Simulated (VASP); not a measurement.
## Ru: relaxation of shape and atoms at fixed volume with PBE+D3(BJ)

Crystal: Ru.

```
Ru
1.0
     2.71359    0.00000    0.00000
    -1.35680    2.35004    0.00000
     0.00000    0.00000    4.29819
Ru
2
Cartesian
  0.0000 1.5667 1.0745
  1.3568 0.7833 3.2236
```

The cell isn't the ideal one: a relaxed cell with its volume scaled by 1.02.

```yaml
Program: VASP 6.6.1
Task: relaxation of shape and atoms at fixed volume
Functional: PBE
Dispersion: D3(BJ)
Potentials_or_basis: VASP PAW PBE potentials, release 64 (Ru_pv)
Cutoff: 600 eV
k_mesh: 15 × 15 × 9
Occupations: methfessel-paxton, width 0.1 eV
Spin: no spin polarisation
Further_INCAR_settings: ALGO = Normal; EDIFF = 1e-07; IBRION = 2; EDIFFG = -0.01; NSW = 40; ISIF = 4
```

```json
{"Energy gained by relaxing": "0.0 meV/atom", "Ionic steps": "3", "Pressure after relaxing": "-6.4 GPa", "Band gap on the k mesh": "none (metal or under the smearing width)", "Dispersion energy per atom": "-0.618 eV"}
```

Final structure:
```cif
data_structure
_symmetry_space_group_name_H-M 'P 1'
_symmetry_Int_Tables_number 1
_cell_length_a 2.7145
_cell_length_b 2.7145
_cell_length_c 4.2954
_cell_angle_alpha 90.000
_cell_angle_beta 90.000
_cell_angle_gamma 120.000
_cell_volume 27.41
loop_
_atom_site_label
_atom_site_type_symbol
_atom_site_fract_x
_atom_site_fract_y
_atom_site_fract_z
_atom_site_occupancy
Ru1 Ru 0.33333 0.66667 0.25000 1
Ru2 Ru 0.66667 0.33333 0.75000 1
```

Levels at points of the mesh, in eV from the Fermi level:
```csv
k point,band 11,band 12,band 13,band 14,band 15,band 16,band 17,band 18
"(0.00, 0.00, 0.00)",-2.36,-1.87,-1.87,-1.35,-1.35,1.19,1.19,1.31
```

It took 55 s on 1 thread of Intel(R) Xeon(R) Platinum 8488C (Sapphire Rapids), with other jobs on the host, peak memory 0.21 GiB.

Caveat: pairwise dispersion overbinds metals, which lowers pressure and volume.
